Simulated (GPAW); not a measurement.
Runs of GPAW 26.7.0 on Sc. Symmetry: P6_3/mmc, No. 194, hexagonal system. The conventional cell has a = 3.309 Å, b = 3.309 Å, c = 5.273 Å, α = 90.00°, β = 90.00°, γ = 120.00°. Around Sc (site symmetry -6m2) lie 12 Sc at 3.26 to 3.31 Å. 

```tsv
task	level	potentials or basis	k mesh	band path	band points	fermi k mesh	gap on the mesh (eV)	pressure (GPa)
band structure	M06-L	GPAW PAW data sets (gpaw-data 1.2.1), pw	7 × 7 × 4	GMKGALHA,LM,KH	60	-	-	-1.2
single point	PBE	GPAW PAW data sets (gpaw-data 1.2.1), pw	9 × 9 × 5	-	-	-	none	(a)
band structure	SOGGA	PAW data sets generated in the run's folder for this functional, pw	7 × 7 × 4	GMKGALHA,LM,KH	80	-	-	-3.1
Fermi surface	PBEint	PAW data sets generated in the run's folder for this functional, pw	9 × 9 × 5	-	-	14 × 14 × 8	none	-1.7
```

Alike in all rows: no spin polarisation; cell as given; cutoff (eV) 600; smearing fermi-dirac 0.05 eV.

**Question.** Fill in the values left out.

**Answer.** (a) -0.8.

Caveats: the PAW data sets were made with another functional, which shifts forces and pressure a little (some runs).

A k mesh can miss the band edges.

A gap of «none» marks a metal or a gap under the smearing width.

Not every run made on this cell is shown here.
